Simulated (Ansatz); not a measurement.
Crystal: InSe.

```
CELL_PARAMETERS angstrom
4.04733 0.00000 0.00000
-2.02366 3.50509 0.00000
0.00000 0.00000 18.05206
ATOMIC_POSITIONS crystal
In 0.33333 0.66667 0.07739
In 0.33333 0.66667 0.92261
In 0.00000 0.00000 0.42261
In 0.00000 0.00000 0.57739
Se 0.33333 0.66667 0.35298
Se 0.33333 0.66667 0.64702
Se 0.66667 0.33333 0.14700
Se 0.66667 0.33333 0.85300
```

Measurements of this composition are mostly on another form, of space group No. 160.

| Property | Result |
| --- | --- |
| Program | Ansatz 0.2.0 |
| Task | relaxation of cell and atoms |
| Functional | PBE |
| Potentials or basis | Ansatz PAW |
| Cutoff | 420 eV (not typed: the program's choice for these potentials) |
| k mesh | 6 × 6 × 2 |
| Occupations | fermi-dirac, width 0.05 eV |
| Spin | no spin polarisation |

At the start: volume 32.01 Å³/atom.

Where does the relaxation end?

It ends after 7 steps and the volume is 33.72 Å³/atom (+5.3 %); space group P-6m2 (No. 187, to 0.05 Å).

Step by step:
```tsv
step	energy change (eV)	largest force (eV/Å)	volume (Å³)
1	0.0000	0.2385	256.09
2	-0.0351	0.0099	262.65
3	-0.0356	0.0029	264.48
4	-0.0359	0.0067	266.07
5	-0.0361	0.0061	268.56
6	-0.0361	0.0019	269.73
7	-0.0381	0.0018	269.73
```

Final structure:
```
In Se
1.0
     4.08983    0.00000    0.00000
    -2.04491    3.54190    0.00000
     0.00000    0.00000   18.62007
In Se
4 4
Direct
  0.33333 0.66667 0.07588
  0.33333 0.66667 0.92412
  0.00000 0.00000 0.42412
  0.00000 0.00000 0.57588
  0.33333 0.66667 0.35581
  0.33333 0.66667 0.64419
  0.66667 0.33333 0.14418
  0.66667 0.33333 0.85582
```

Caveat: the plane-wave basis is chosen anew once the cell has moved, so the energies of steps on either side of that aren't comparable; this functional lacks dispersion, which binds the layers, so the pressure and a relaxed spacing across them are unreliable.
